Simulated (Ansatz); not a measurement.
This HfSi2O6 structure is the end of a relaxation. The cell was found from a structure generator's guess, not taken from experiment.

Level of theory: DFT PBE, scalar-relativistic, plane waves, PAW in Ansatz 0.2.0. Cutoff 420 eV, Γ-centred mesh, Gaussian smearing, no spin polarisation.

```yaml
crystal:
  lattice:
    - [3.56514, 0.00000, 0.00000]
    - [-1.78257, 3.08750, 0.00000]
    - [0.00000, 0.00000, 7.47100]
  atoms:
    - { symbol: Hf, position: [0.00000, 0.00000, 0.50000] }
    - { symbol: Si, position: [0.33333, 0.66667, 0.14904] }
    - { symbol: Si, position: [0.66667, 0.33333, 0.85096] }
    - { symbol: O, position: [0.00000, 0.00000, 0.21613] }
    - { symbol: O, position: [0.66667, 0.33333, 0.60694] }
    - { symbol: O, position: [0.33333, 0.66667, 0.91887] }
    - { symbol: O, position: [0.33333, 0.66667, 0.39306] }
    - { symbol: O, position: [0.00000, 0.00000, 0.78387] }
    - { symbol: O, position: [0.66667, 0.33333, 0.08113] }
```

The zero of energy is the elements' standard structures at the same level (O₂ as a molecule); no fitted shifts are applied.

Question: Find its symmetry and describe it.

Answer: P-3m1 (No. 164), with Hf and Si ordered on fluorite sites. Conventional cell: a = 3.565 Å, c = 7.471 Å. Hf has 8 O at 2.12–2.21 Å; around Si lie 1 O at 1.72 Å, 1 O at 1.82 Å and 6 O at 2.12 Å; O on its first site has 3 Si at 2.12 Å, 1 Hf at 2.12 Å, 3 O at 2.29 Å and 3 O at 2.45 Å; O on its second site is surrounded by 1 Si at 1.82 Å, 3 Hf at 2.21 Å and 3 O at 2.45 Å; 1 more site not described.

Question: How far does it lie from the elements in energy?

Answer: −2.097 eV/atom.

Question: Is it a metal?

Answer: No, the gap on the 12×12×4 mesh is 1.90 eV.

The last run used a 12×12×4 mesh (in the run's order of axes) for its 9-atom cell and Gaussian smearing of 0.02 eV. These runs have no spin–orbit coupling, which can matter for Hf. Kohn–Sham gaps at this level usually fall short of measured ones. Symmetry constrained the relaxation, so the result can be a saddle point. Another cell of HfSi2O6 relaxed alike, in C2, lies 0.84 eV/atom lower, so this cell isn't the stable form at this level.
